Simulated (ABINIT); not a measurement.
# AlN (P6_3mc) in ABINIT: notebook

Aim: see how the results for AlN move with the level of theory and the settings. Levels: HCTH407, LDA, RPBE. Tasks: band structure.

Everything below comes from runs of ABINIT 10.8.3 (patched build). Logs are shortened: lines on timing, memory, paths and dates and some standing lists are left out, and cuts for length are marked. The log counts tension as positive stress, the text compression.

**Experimental background.**

“Self-assembly of well-separated AlN nanowires directly on sputtered metallic TiN films”, 2019, arxiv:1910.07391 quotes, for a bulk crystal of AlN at 10 K: band gap 6.034 eV (an exciton energy, a little under the gap).

“Structural and optical properties of self-assembled AlN nanowires grown on SiO2/Si substrates by molecular beam epitaxy”, 2024, arxiv:2402.00216 quotes, for a bulk crystal of AlN at 0 K: band gap 6.0343 eV (an exciton energy, a little under the gap).

The results are compared with them further down.

## (1) The structure

The structure is hexagonal, space group P6_3mc (No. 186). The conventional cell has a = 3.113 Å, b = 3.113 Å, c = 4.981 Å, α = 90.00°, β = 90.00°, γ = 120.00°. Around Al (site symmetry 3m) lie 4 N at 1.89 Å. N (site symmetry 3m) has 4 Al at 1.89 Å as nearest neighbours.

## (2) Band structure, HCTH407

The input, run.abi:

```
# Datasets: ground state, then fixed potential
ndtset 2

# Pseudopotentials
pp_dirpath "./"
pseudos "Al.GGA_PBE-JTH.xml, N.GGA_PBE-JTH.xml"

# Structure
acell 5.882717426 5.882717426 9.4127258268
rprim
     1.0000000000     0.0000000000     0.0000000000
    -0.5000000000     0.8660254038     0.0000000000
     0.0000000000     0.0000000000     1.0000000000
ntypat 2
znucl 13 7
natom 4
typat 1 1 2 2
xred
     0.6666666667     0.3333333333     0.5000000000
     0.3333333333     0.6666666667     0.0000000000
     0.6666666667     0.3333333333     0.8800000000
     0.3333333333     0.6666666667     0.3800000000

# Plane-wave basis
ecut 25.0
pawecutdg 47.0

# Exchange and correlation
ixc 27

# Bands and occupations
occopt 3
tsmear 0.00183747

# SCF cycle
nstep 100

# Output
iomode 3
prtwf 0
prteig 0
prtebands 0
enunit 1
prtden1 1
prtvha1 1
prtvclmb1 1
prtpot1 1

# Dataset 1
kptopt1 1
ngkpt1 10 10 6
nshiftk1 1
shiftk1 0.0 0.0 0.0
nband1 12
tolvrs1 1.0e-9

# Dataset 2: bands along G-M-K-G-A-L-H-A
iscf2 -2
getden2 1
nband2 16
nbdbuf2 2
tolwfr2 1.0e-12
kptopt2 -7
ndivsm2 8
prteig2 1
prtvol2 -3
kptbounds2
     0.0000000000     0.0000000000     0.0000000000
     0.5000000000     0.0000000000     0.0000000000
     0.3333333333     0.3333333333     0.0000000000
     0.0000000000     0.0000000000     0.0000000000
     0.0000000000     0.0000000000     0.5000000000
     0.5000000000     0.0000000000     0.5000000000
     0.3333333333     0.3333333333     0.5000000000
     0.0000000000     0.0000000000     0.5000000000
```

Potentials or basis: JTH PAW PBE v2.0.

Command:

```console
abinit run.abi > log 2>&1
```

run.abo:

```text
.Version 10.8.3 of ABINIT
 DATASET    1 : space group P6_3 m c (#186); Bravais hP (primitive hexag.)
================================================================================
 Values of the parameters that define the memory need for DATASET  1.
     intxc =       0    ionmov =       0      iscf =       7    lmnmax =       8
     lnmax =       4     mgfft =      45  mpssoang =       2    mqgrid =    3001
     natom =       4  nloc_mem =       2    nspden =       1   nspinor =       1
    nsppol =       1      nsym =      12    n1xccc =       1    ntypat =       2
    occopt =       3   xclevel =       2
       mpw =        1719          nfft =       40500          nkpt =          56
 PAW method is used; the additional fine FFT grid is defined by:
   mgfftf=        60    nfftf =     96000
================================================================================
================================================================================

 DATASET    2 : space group P6_3 m c (#186); Bravais hP (primitive hexag.)
================================================================================
 Values of the parameters that define the memory need for DATASET  2.
     intxc =       0    ionmov =       0      iscf =      -2    lmnmax =       8
     lnmax =       4     mgfft =      45  mpssoang =       2    mqgrid =    3001
     natom =       4  nloc_mem =       2    nspden =       1   nspinor =       1
    nsppol =       1      nsym =      12    n1xccc =       1    ntypat =       2
    occopt =       3   xclevel =       2
       mpw =        1719          nfft =       40500          nkpt =          91
 PAW method is used; the additional fine FFT grid is defined by:
   mgfftf=        60    nfftf =     96000
================================================================================
================================================================================

--------------------------------------------------------------------------------
------------- Echo of variables that govern the present computation ------------
--------------------------------------------------------------------------------
 -outvars: echo values of preprocessed input variables --------
            acell      5.8827174260E+00  5.8827174260E+00  9.4127258268E+00 Bohr
              amu      2.69815390E+01  1.40067400E+01
             ecut      2.50000000E+01 Hartree
           enunit           1
           getden1          0
           getden2          1
             iscf1          7
             iscf2         -2
              ixc          27
           jdtset        1    2
           kptopt1          1
           kptopt2         -7
         kptrlatt       10    0    0      0   10    0      0    0    6
          kptrlen1     5.64763550E+01
          kptrlen2     3.00000000E+01
            natom           4
            nband1         12
            nband2         16
           nbdbuf1          0
           nbdbuf2          2
           ndtset           2
           ndivsm1          0
           ndivsm2          8
            ngfft          30      30      45
          ngfftdg          40      40      60
             nkpt1         56
             nkpt2         91
            nstep         100
             nsym          12
           ntypat           2
           occopt           3
        pawecutdg      4.70000000E+01 Hartree
         pawxcdev           0
        prtebands           0
           prteig1          0
           prteig2          1
           prtpot1          1
           prtpot2          0
         prtvclmb1          1
         prtvclmb2          0
           prtvha1          1
           prtvha2          0
           prtvol1          0
           prtvol2         -3
            prtwf           0
            rprim      1.0000000000E+00  0.0000000000E+00  0.0000000000E+00
[... 294 lines left out ...]
 -2.9494E-01 -2.1966E-01  4.9266E-02  2.2894E-01  2.3066E-01  2.5231E-01
  2.5481E-01  2.6134E-01  4.3241E-01  5.2041E-01  6.6424E-01  6.7713E-01
[... 521 lines left out ...]
  2.4101E-01  2.4101E-01  5.1727E-01  5.1727E-01  6.4017E-01  6.4017E-01
  6.9726E-01  6.9726E-01  6.9920E-01  6.9920E-01
 Non-SCF case, kpt   90 (  0.01961  0.01961  0.50000), residuals and eigenvalues=
  2.45E-13  3.34E-13  2.24E-13  2.45E-13  9.28E-14  2.20E-13  1.05E-13  1.78E-13
  1.17E-13  7.63E-13  4.63E-13  7.28E-13  3.76E-13  8.78E-13  1.68E-13  6.06E-13
 -2.6345E-01 -2.6345E-01  1.4325E-01  1.4325E-01  2.4111E-01  2.4111E-01
  2.4233E-01  2.4233E-01  5.1296E-01  5.1296E-01  6.4989E-01  6.4989E-01
  6.9344E-01  6.9344E-01  6.9458E-01  6.9458E-01
 Non-SCF case, kpt   91 (  0.00000  0.00000  0.50000), residuals and eigenvalues=
  1.70E-13  2.40E-13  7.47E-14  3.80E-13  5.98E-13  6.09E-13  2.85E-13  4.72E-13
  1.30E-13  1.76E-13  3.64E-13  4.95E-13  1.51E-13  6.74E-13  7.08E-13  6.21E-13
 -2.6391E-01 -2.6391E-01  1.4335E-01  1.4335E-01  2.4277E-01  2.4277E-01
  2.4277E-01  2.4277E-01  5.1138E-01  5.1138E-01  6.5418E-01  6.5418E-01
  6.9212E-01  6.9212E-01  6.9212E-01  6.9212E-01

--- !ResultsGS
iteration_state: {dtset: 2, }
comment   : Summary of ground state results
lattice_vectors:
- [  5.8827174,   0.0000000,   0.0000000, ]
- [ -2.9413587,   5.0945827,   0.0000000, ]
- [  0.0000000,   0.0000000,   9.4127258, ]
lattice_lengths: [   5.88272,    5.88272,    9.41273, ]
lattice_angles: [ 90.000,  90.000, 120.000, ] # degrees, (23, 13, 12)
lattice_volume:   2.8209930E+02
convergence: {deltae:  0.000E+00, res2:  0.000E+00, residm:  9.999E-13, diffor:  0.000E+00, }
etotal    :  -2.44771254E+01
entropy   :   0.00000000E+00
fermie    :   3.28923648E-01
cartesian_stress_tensor: null
pressure_GPa: null
xred      :
- [  6.6667E-01,   3.3333E-01,   5.0000E-01, Al]
- [  3.3333E-01,   6.6667E-01,   0.0000E+00, Al]
- [  6.6667E-01,   3.3333E-01,   8.8000E-01,  N]
- [  3.3333E-01,   6.6667E-01,   3.8000E-01,  N]
cartesian_forces: null
force_length_stats: {min: null, max: null, mean: null, }
...

 Integrated electronic density in atomic spheres:
 ------------------------------------------------
 Atom  Sphere_radius  Integrated_density
    1        1.90363          0.89220063
    2        1.90363          0.89220063
    3        1.20497          2.64986519
    4        1.20497          2.64986519

================================================================================

 ----iterations are completed or convergence reached----

 Mean square residual over all n,k,spin=   42.503E-14; max=  99.994E-14
 reduced coordinates (array xred) for    4 atoms
       0.666666666667      0.333333333333      0.500000000000
       0.333333333333      0.666666666667      0.000000000000
       0.666666666667      0.333333333333      0.880000000000
       0.333333333333      0.666666666667      0.380000000000

 cartesian coordinates (angstrom) at end:
    1      1.55649999895463     0.89864569340626     2.49049999832074
    2     -0.00000000000000     1.79729138681251     0.00000000000000
    3      1.55649999895463     0.89864569340626     4.38327999704451
    4     -0.00000000000000     1.79729138681251     1.89277999872377
 length scales=  5.882717426000  5.882717426000  9.412725826800 bohr
              =  3.112999997909  3.112999997909  4.980999996641 angstroms
 Eigenvalues (   eV  ) for nkpt=  91  k points:
 kpt#   1, nband= 16, wtk=  1.00000, kpt=  0.0000  0.0000  0.0000 (reduced coord)
  -8.03963   -5.98520    1.32409    6.29573    6.29573    6.93527    6.93527    7.11621
  11.69582   14.09918   18.13645   18.53235   18.53235   20.47345   20.47345   20.49443
 kpt#   2, nband= 16, wtk=  1.00000, kpt=  0.0333  0.0000  0.0000 (reduced coord)
  -8.02584   -5.97738    1.34061    6.22988    6.27657    6.86573    6.93377    7.11133
  11.76642   14.16104   18.07498   18.42554   18.57381   20.42697   20.49398   20.51919
 kpt#   3, nband= 16, wtk=  1.00000, kpt=  0.0667  0.0000  0.0000 (reduced coord)
  -7.98470   -5.95431    1.39000    6.03882    6.22181    6.67434    6.92774    7.09391
  11.96316   14.33645   17.89277   18.14529   18.69679   20.29006   20.53522   20.57433
 kpt#   4, nband= 16, wtk=  1.00000, kpt=  0.1000  0.0000  0.0000 (reduced coord)
  -7.91678   -5.91699    1.47183    5.74131    6.13840    6.39533    6.91412    7.06203
  12.25060   14.59591   17.59131   17.78528   18.89680   20.10278   20.48334   20.51809
 kpt#   5, nband= 16, wtk=  1.00000, kpt=  0.1333  0.0000  0.0000 (reduced coord)
  -7.82308   -5.86710    1.58537    5.36412    6.03435    6.06156    6.89052    7.01447
  12.58952   14.88996   17.17039   17.45746   19.16388   19.91705   20.14528   20.35800
 kpt#   6, nband= 16, wtk=  1.00000, kpt=  0.1667  0.0000  0.0000 (reduced coord)
  -7.70508   -5.80705    1.72958    4.93608    5.69723    5.91747    6.85645    6.94928
[... 242 lines left out ...]
  -6.98871   -6.98871    3.80774    3.80774    6.05256    6.05256    6.41286    6.41286
  14.38308   14.38308   16.86916   16.86916   19.12683   19.12683   19.38642   19.38642
 kpt#  88, nband= 16, wtk=  1.00000, kpt=  0.0588  0.0588  0.5000 (reduced coord)
  -7.07150   -7.07150    3.86104    3.86104    6.25405    6.25405    6.49785    6.49785
  14.23345   14.23345   17.12303   17.12303   19.09772   19.09772   19.16405   19.16405
 kpt#  89, nband= 16, wtk=  1.00000, kpt=  0.0392  0.0392  0.5000 (reduced coord)
  -7.13201   -7.13201    3.88719    3.88719    6.43500    6.43500    6.55826    6.55826
  14.07562   14.07562   17.41999   17.41999   18.97331   18.97331   19.02624   19.02624
 kpt#  90, nband= 16, wtk=  1.00000, kpt=  0.0196  0.0196  0.5000 (reduced coord)
  -7.16885   -7.16885    3.89803    3.89803    6.56089    6.56089    6.59415    6.59415
  13.95837   13.95837   17.68444   17.68444   18.86934   18.86934   18.90056   18.90056
 kpt#  91, nband= 16, wtk=  1.00000, kpt=  0.0000  0.0000  0.5000 (reduced coord)
  -7.18122   -7.18122    3.90085    3.90085    6.60600    6.60600    6.60600    6.60600
  13.91526   13.91526   17.80101   17.80101   18.83363   18.83363   18.83363   18.83363

== END DATASET(S) ==============================================================
================================================================================

 -outvars: echo values of variables after computation  --------
            acell      5.8827174260E+00  5.8827174260E+00  9.4127258268E+00 Bohr
           etotal1    -2.4477125412E+01
            fcart1    -0.0000000000E+00 -0.0000000000E+00 -2.6754135857E-03
                      -0.0000000000E+00 -0.0000000000E+00 -2.6754135857E-03
                      -0.0000000000E+00 -0.0000000000E+00  2.6754135857E-03
                      -0.0000000000E+00 -0.0000000000E+00  2.6754135857E-03
            rprim      1.0000000000E+00  0.0000000000E+00  0.0000000000E+00
                      -5.0000000000E-01  8.6602540380E-01  0.0000000000E+00
                       0.0000000000E+00  0.0000000000E+00  1.0000000000E+00
           strten1    -8.7669595300E-05 -8.7669595289E-05 -1.3062804835E-04
                       0.0000000000E+00  0.0000000000E+00  0.0000000000E+00
           xangst      1.5564999990E+00  8.9864569341E-01  2.4904999983E+00
                      -2.5325496290E-17  1.7972913868E+00  0.0000000000E+00
                       1.5564999990E+00  8.9864569341E-01  4.3832799970E+00
                      -2.5325496290E-17  1.7972913868E+00  1.8927799987E+00
             xred      6.6666666667E-01  3.3333333333E-01  5.0000000000E-01
                       3.3333333333E-01  6.6666666667E-01  0.0000000000E+00
                       6.6666666667E-01  3.3333333333E-01  8.8000000000E-01
                       3.3333333333E-01  6.6666666667E-01  3.8000000000E-01
 Calculation completed.
```

It took 74 s on 1 thread of Arm Neoverse V2, shared host; peak memory 0.15 GiB.

What came out:

- Free energy: -666.0565 eV
- Largest force: 0.138 eV/Å
- Band gap on the k mesh: 4.58 eV, direct
- Valence electrons inside the program's atomic spheres: Al 0.89; N 2.65

Forces in eV/Å, atoms in the order of the input:
```
Al   0.000  0.000 -0.138
Al   0.000  0.000 -0.138
N    0.000  0.000  0.138
N    0.000  0.000  0.138
```

Levels at the corners of the path, in eV from the valence-band top:
| point | band 5 | band 6 | band 7 | band 8 | band 9 | band 10 | band 11 | band 12 |
| --- | --- | --- | --- | --- | --- | --- | --- | --- |
| Γ | -0.82 | -0.18 | -0.18 | 0.00 | 4.58 | 6.98 | 11.02 | 11.42 |
| M | -3.24 | -2.01 | -1.68 | -0.65 | 6.20 | 6.24 | 8.53 | 10.62 |
| K | -3.65 | -2.35 | -2.30 | -2.30 | 5.55 | 8.78 | 9.96 | 9.96 |
| Γ | -0.82 | -0.18 | -0.18 | 0.00 | 4.58 | 6.98 | 11.02 | 11.42 |
| A | -0.51 | -0.51 | -0.51 | -0.51 | 6.80 | 6.80 | 10.68 | 10.68 |
| L | -1.40 | -1.40 | -1.31 | -1.31 | 5.73 | 5.73 | 9.60 | 9.60 |
| H | -3.68 | -3.68 | -0.76 | -0.76 | 7.86 | 7.86 | 8.15 | 8.15 |
| A | -0.51 | -0.51 | -0.51 | -0.51 | 6.80 | 6.80 | 10.68 | 10.68 |

Caveat: the cutoff is too short for stress, so the log's stress isn't used; the PAW data sets were made with another functional, which shifts forces and pressure a little.

## (3) Band structure, LDA

The input, run.abi:

```
ndtset 2

pp_dirpath "./"
pseudos "Al.LDA_PW-JTH.xml, N.LDA_PW-JTH.xml"

acell 5.882717426 5.882717426 9.4127258268
rprim
     1.0000000000     0.0000000000     0.0000000000
    -0.5000000000     0.8660254038     0.0000000000
     0.0000000000     0.0000000000     1.0000000000
ntypat 2
znucl 13 7
natom 4
typat 1 1 2 2
xcart
     1.5565000002     0.8986456939     2.4905000000
    -0.0000000002     1.7972913881     0.0000000000
     1.5565000002     0.8986456939     4.3832800000
    -0.0000000002     1.7972913881     1.8927800000 Angstrom

ecut 25.0
pawecutdg 47.0

ixc 7

occopt 3
tsmear 0.05 eV

nstep 100

iomode 3
prtwf 0
prteig 0
prtebands 0
prtden1 1

kptopt1 1
ngkpt1 10 10 6
nshiftk1 1
shiftk1 0.0 0.0 0.0
nband1 12
tolvrs1 1.0e-9

iscf2 -2
getden2 1
nband2 16
nbdbuf2 2
tolwfr2 1.0e-12
kptopt2 -7
ndivsm2 8
prteig2 1
kptbounds2
     0.0000000000     0.0000000000     0.0000000000
     0.5000000000     0.0000000000     0.0000000000
     0.3333333333     0.3333333333     0.0000000000
     0.0000000000     0.0000000000     0.0000000000
     0.0000000000     0.0000000000     0.5000000000
     0.5000000000     0.0000000000     0.5000000000
     0.3333333333     0.3333333333     0.5000000000
     0.0000000000     0.0000000000     0.5000000000
```

Potentials or basis: JTH PAW LDA v2.0.

Command:

```console
abinit run.abi > log 2>&1
```

Wall time 58 s (1 thread of Arm Neoverse V2, shared host); peak memory 0.12 GiB.

Results (log left out):

| Quantity | Value |
| --- | --- |
| Free energy | -668.2651 eV |
| Largest force | 0.114 eV/Å |
| Band gap on the k mesh | 4.23 eV, direct |
| Valence electrons inside the program's atomic spheres | Al 0.92; N 2.62 |

Forces on the atoms (eV/Å):
```
Al   0.000  0.000 -0.114
Al   0.000  0.000 -0.114
N    0.000  0.000  0.114
N    0.000  0.000  0.114
```

Levels at the corners of the path, in eV from the valence-band top:
| point | band 6 | band 7 | band 8 | band 9 | band 10 | band 11 |
| --- | --- | --- | --- | --- | --- | --- |
| Γ | -0.18 | -0.18 | 0.00 | 4.23 | 6.53 | 10.48 |
| M | -2.08 | -1.80 | -0.66 | 5.67 | 5.70 | 8.09 |
| K | -2.44 | -2.40 | -2.40 | 4.92 | 8.25 | 9.57 |
| Γ | -0.18 | -0.18 | 0.00 | 4.23 | 6.53 | 10.48 |
| A | -0.52 | -0.52 | -0.52 | 6.41 | 6.41 | 10.15 |
| L | -1.45 | -1.36 | -1.36 | 5.21 | 5.21 | 9.10 |
| H | -3.88 | -0.79 | -0.79 | 7.31 | 7.31 | 7.73 |
| A | -0.52 | -0.52 | -0.52 | 6.41 | 6.41 | 10.15 |

Caveat: the cutoff is too short for stress, so the log's stress isn't used.

[end of part 1 of 2]
